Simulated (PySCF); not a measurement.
Screening by computed properties: pick the candidate that meets the target.

Species are written as SMILES; each is one conformer at its optimised geometry, gas phase, non-relativistic unless stated; the electronic structure was computed with PySCF and density fitting.

The conformers computed, where there is a choice (atom-mapped SMILES and torsion angles):
- `[CH2:1]=[N:2][NH:3][SiH2:4][SiH2:5][O:6][SiH3:7]`: C1–N2–N3–Si4 -177°, N2–N3–Si4–Si5 -7°, N3–Si4–Si5–O6 -179°
- `[CH3:1][NH:2][Si@@H:3]1[SiH2:4][O:5][Si@H:6]1[NH2:7]`: C1–N2–Si3–Si4 -92°, H–N7–Si6–O5 -38°, H–N7–Si6–O5 -174°
- `[F:1][C:2]([F:3])([F:4])[c:5]1[cH:6][cH:7][cH:8][cH:9][p:10]1`: F1–C2–C5–C6 -168°
- `[NH2:1][C:2](=[O:3])[SiH2:4][SiH2:5][NH:6][SiH3:7]`: N1–C2–Si4–Si5 172°, C2–Si4–Si5–N6 -15°, Si4–Si5–N6–Si7 -173°, H–N1–C2–O3 -1°, H–N1–C2–O3 -179°
- `[F:1][C:2]([F:3])([F:4])[C:5]([F:6])([F:7])[C:8]([F:9])([F:10])[F:11]`: F1–C2–C5–F6 179°, C2–C5–C8–F9 60°
- `[CH3:1][C:2](=[O:3])[N:4]([CH3:5])[CH3:6]`: C1–C2–N4–C5 -176°
- `[N:1]#[C:2][CH2:3]/[CH:4]=[CH:5]\[SiH2:6][Cl:7]`: C2–C3–C4–C5 -107°, C4–C5–Si6–Cl7 180°
- `[F:1][C:2]([F:3])([F:4])[c:5]1[cH:6][cH:7][cH:8][p:9][cH:10]1`: F1–C2–C5–C6 150°

The conformers of `CN1[SiH2][SiH2]O[Si@@H]1N` aren't listed.

Task: Wanted: lowest triplet excitation (Tamm–Dancoff) below 3.9 eV (TDA CAM-B3LYP/def2-SVPD) and dipole moment below 3.8 D (CAM-B3LYP/def2-SVPD), at GFN2-xTB geometries. Which candidate meets both?
A. `C=NN[SiH2][SiH2]O[SiH3]`
B. `FC(F)(F)C(F)(F)C(F)(F)F`
C. `C(=O)([SiH2][SiH2]N[SiH3])N`
D. `FC(F)(F)c1ccccp1`
E. `CC(=O)N(C)C`
F. `[Si@H]1(NC)[Si@@H](O[SiH2]1)N`

Result: A. Computed values:
```
                      species  lowest triplet excitation (Tamm–Dancoff)  dipole moment
             FC(F)(F)c1ccccp1                                   3.20 eV         3.86 D
      C=NN[SiH2][SiH2]O[SiH3]                                   3.81 eV         1.87 D
[Si@H]1(NC)[Si@@H](O[SiH2]1)N                                   4.01 eV         2.10 D
  C(=O)([SiH2][SiH2]N[SiH3])N                                   4.28 eV         3.69 D
                  CC(=O)N(C)C                                   5.23 eV         4.07 D
      FC(F)(F)C(F)(F)C(F)(F)F                                   9.55 eV         0.05 D
```

Task: Wanted: lowest singlet excitation between 4.7 eV and 8 eV (TDDFT CAM-B3LYP/def2-SVPD) and smallest rotational constant below 0.6 GHz (GFN2-xTB), at GFN2-xTB geometries. Which candidate meets both?
A. `FC(F)(F)C(F)(F)C(F)(F)F`
B. `[SiH2](NN=C)[SiH2]O[SiH3]`
C. `CN[Si@@H]1[SiH2]O[Si@H]1N`
D. `c1(ccccp1)C(F)(F)F`
E. `CC(=O)N(C)C`

Result: B. Computed values:
```csv
species,lowest singlet excitation,smallest rotational constant
CN[Si@@H]1[SiH2]O[Si@H]1N,4.53 eV,0.766 GHz
c1(ccccp1)C(F)(F)F,4.84 eV,0.707 GHz
[SiH2](NN=C)[SiH2]O[SiH3],5.45 eV,0.506 GHz
CC(=O)N(C)C,5.81 eV,2.129 GHz
FC(F)(F)C(F)(F)C(F)(F)F,10.17 eV,0.895 GHz
```

Task: Wanted: static isotropic polarisability between 100 au and 107 au (CAM-B3LYP/def2-SVPD) and HOMO energy above -9.3 eV (CAM-B3LYP/def2-SVPD), at GFN2-xTB geometries. Which candidate meets both?
A. `C=NN[SiH2][SiH2]O[SiH3]`
B. `CN[Si@@H]1[SiH2]O[Si@H]1N`
C. `FC(F)(F)C(F)(F)C(F)(F)F`
D. `FC(F)(F)c1ccccp1`
E. `CC(=O)N(C)C`
F. `N1(C)[SiH2][SiH2]O[Si@@H]1N`
G. `N#CC/C=C\[SiH2]Cl`

Result: F. Computed values:
```
                    species  static isotropic polarisability  HOMO energy
    FC(F)(F)C(F)(F)C(F)(F)F                          44.6 au    -12.72 eV
                CC(=O)N(C)C                          61.3 au     -8.33 eV
          N#CC/C=C\[SiH2]Cl                          88.7 au     -9.80 eV
           FC(F)(F)c1ccccp1                          92.9 au     -8.83 eV
N1(C)[SiH2][SiH2]O[Si@@H]1N                         102.7 au     -8.20 eV
  CN[Si@@H]1[SiH2]O[Si@H]1N                         111.6 au     -7.57 eV
    C=NN[SiH2][SiH2]O[SiH3]                         113.8 au     -7.99 eV
```

Task: Wanted: electronic spatial extent ⟨r²⟩ about the centre of nuclear charge between 1000 bohr² and 1600 bohr² (CAM-B3LYP/def2-SVPD) and HOMO–LUMO gap above 9 eV (CAM-B3LYP/def2-SVPD), at GFN2-xTB geometries. Which candidate meets both?
A. `C=NN[SiH2][SiH2]O[SiH3]`
B. `NC(=O)[SiH2][SiH2]N[SiH3]`
C. `CC(=O)N(C)C`
D. `FC(F)(F)C(F)(F)C(F)(F)F`
E. `N#CC/C=C\[SiH2]Cl`
F. `N[Si@H]1[Si@H](NC)[SiH2]O1`
G. `FC(F)(F)c1cccpc1`

Result: D. Computed values:
```csv
species,electronic spatial extent ⟨r²⟩ about the centre of nuclear charge,HOMO–LUMO gap
CC(=O)N(C)C,614 bohr²,9.36 eV
FC(F)(F)C(F)(F)C(F)(F)F,1316 bohr²,13.85 eV
N[Si@H]1[Si@H](NC)[SiH2]O1,1587 bohr²,7.70 eV
FC(F)(F)c1cccpc1,1646 bohr²,7.85 eV
N#CC/C=C\[SiH2]Cl,1656 bohr²,9.70 eV
NC(=O)[SiH2][SiH2]N[SiH3],1921 bohr²,8.90 eV
C=NN[SiH2][SiH2]O[SiH3],2172 bohr²,8.34 eV
```
